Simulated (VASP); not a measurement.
Set up this calculation in VASP 6.6.1, as the native input.

```yaml
Task: single point
Functional: r2SCAN
Potentials_or_basis: VASP PAW PBE potentials, release 64 (Mo_sv, S)
Cutoff: 520 eV
k_mesh: 12 × 12 × 4
Occupations: gaussian, width 0.02 eV
Spin: no spin polarisation
Dipole_correction: no
Further_INCAR_settings: ALGO = Normal; EDIFF = 1e-06; NBANDS = 35
```

Crystal: MoS2.

```
Mo S
1.0
     3.18434    0.00000    0.00000
    -1.59217    2.75772    0.00000
     0.00000    0.00000   12.98354
Mo S
2 4
Direct
  0.33333 0.66667 0.25000
  0.66667 0.33333 0.75000
  0.33333 0.66667 0.63042
  0.66667 0.33333 0.13042
  0.33333 0.66667 0.86958
  0.66667 0.33333 0.36958
```

The cell isn't the ideal one: relaxed again under DFT r2SCAN, scalar-relativistic, plane waves, PAW.

The input as run:

POSCAR

```
MoS2
1.0
    3.1843431647      0.0000000000      0.0000000000
   -1.5921715824      2.7577220749      0.0000000000
    0.0000000000      0.0000000000     12.9835438472
Mo S
2 4
Direct
    0.3333333333      0.6666666667      0.2500000000
    0.6666666667      0.3333333333      0.7500000000
    0.3333333333      0.6666666667      0.6304223290
    0.6666666667      0.3333333333      0.1304223290
    0.3333333333      0.6666666667      0.8695776710
    0.6666666667      0.3333333333      0.3695776710
```

INCAR.step1

```
  PREC = Accurate
  ENCUT = 520
  ISMEAR = 0
  SIGMA = 0.02
  LREAL = F
  LASPH = T
  NELM = 100
  NBANDS = 35
  GGA = PE
  ALGO = Normal
  EDIFF = 1E-4
  LWAVE = T
  LCHARG = F
```

INCAR.step2

```
  PREC = Accurate
  ENCUT = 520
  EDIFF = 1E-6
  ISMEAR = 0
  SIGMA = 0.02
  LREAL = F
  LASPH = T
  NELM = 100
  ALGO = Normal
  ISIF = 2
  LWAVE = F
  LCHARG = F
  METAGGA = R2SCAN
  LMIXTAU = T
  NBANDS = 35
  ISTART = 1
```

KPOINTS

```
regular mesh
0
Gamma
  12 12 4
```

Potentials or basis: VASP PAW PBE potentials, release 64 (Mo_sv, S).

Run with:

```sh
$ cat potpaw_PBE.64/Mo_sv/POTCAR potpaw_PBE.64/S/POTCAR > POTCAR
$ cp INCAR.step1 INCAR
$ mpirun -np 1 vasp_std > vasp.out
$ cp INCAR.step2 INCAR
$ mpirun -np 1 vasp_std > vasp.out
```

It gave:

```yaml
Pressure: 0.1 GPa
Largest_force: 0.006 eV/Å
Band_gap_on_the_k_mesh: 1.18 eV, indirect (least direct gap 1.73 eV)
```

Caveat: the PAW data sets were made with another functional, which shifts forces and pressure a little.

It took 6.2 min on 1 thread of Intel(R) Xeon(R) Platinum 8488C (Sapphire Rapids), with other jobs on the host, peak memory 0.35 GiB.
